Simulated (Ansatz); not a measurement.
## Energy landscape near a SnTe structure

The calculation used Ansatz 0.2.0, DFT PBE, scalar-relativistic, plane waves, PAW.

Settings: cutoff 420 eV, Γ-centred mesh 10×10×10 on the computed 2-atom cell, Gaussian smearing of 0.10 eV; no spin polarisation.

Reference cell:

```yaml
crystal:
  lattice:
    - [3.90470, 0.00000, 0.00000]
    - [0.00000, 3.90470, 0.00000]
    - [0.00000, 0.00000, 3.90470]
  atoms:
    - { symbol: Sn, position: [0.00000, 0.00000, 0.00000] }
    - { symbol: Te, position: [0.50000, 0.50000, 0.50000] }
```

Each variant moves atoms of this cell by the vectors given, if any (Å), and then applies a symmetric strain (tensor components, Cartesian axes). The reference cell isn't relaxed at this level. Energies are per atom at zero smearing, counted from the lowest variant. Pressure is positive in compression.

1. strain (xx yy zz yz xz xy, %) 2.89 5.89 5.89 0.00 0.00 0.00; moves: Sn1 (0.030, 0.000, 0.000); Te2 (-0.030, 0.000, 0.000)
2. no strain; moves: Sn1 (0.000, 0.000, 0.045)
3. strain (xx yy zz yz xz xy, %) 5.46 2.52 2.40 0.00 -0.66 0.00; moves: Sn1 (-0.019, 0.000, -0.023); Te2 (0.019, 0.000, 0.023)

```json
{"result": "A", "ΔE (meV/atom)": "45.7", "P (GPa)": "-3.69", "largest force (eV/Å)": "0.08"}
{"result": "B", "ΔE (meV/atom)": "0.0", "P (GPa)": "-0.40", "largest force (eV/Å)": "0.03"}
{"result": "C", "ΔE (meV/atom)": "81.7", "P (GPa)": "-4.62", "largest force (eV/Å)": "0.09"}
```

**Question.** Which variant gave which result?

**Answer.** A is 3, B is 2, C is 1. The pressure falls as the cell grows: from the smallest volume to the largest the variants are 2, 3, 1.

This CsCl-type form isn't the usual stable structure of the compound.